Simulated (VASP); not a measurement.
Ga, 4 atoms in the cell. Symmetry: Cmce, No. 64, orthorhombic system. Conventional cell: a = 4.436 Å, b = 7.484 Å, c = 4.425 Å, α = 90.00°, β = 90.00°, γ = 90.00°. Ga (site symmetry m) is surrounded by 7 Ga at 2.45 to 2.74 Å. 

- Program: VASP 6.6.1
- Task: single point
- Functional: LDA
- Potentials or basis: VASP PAW LDA potentials, release 64 (Ga_d)
- Cutoff: 520 eV
- k mesh: 8 × 8 × 7
- Occupations: gaussian, width 0.01 eV
- Spin: no spin polarisation
- Dipole correction: no
- Further INCAR settings: ALGO = Fast; EDIFF = 1e-06; NBANDS = 34

Potentials or basis: VASP PAW LDA potentials, release 64 (Ga_d).

Launch:

```bash
$ cat potpaw_LDA.64/Ga_d/POTCAR > POTCAR
$ mpirun -np 1 vasp_std > vasp.out
```

Hardware: 1 thread of AMD EPYC 9R45 (Zen 5), with other jobs on the host.

Q: Estimate the wall time of this run.

A: It took 110 s on 1 thread of AMD EPYC 9R45 (Zen 5), on a shared host, peak memory 0.23 GiB. Counts: scf iterations 13, k points 84.
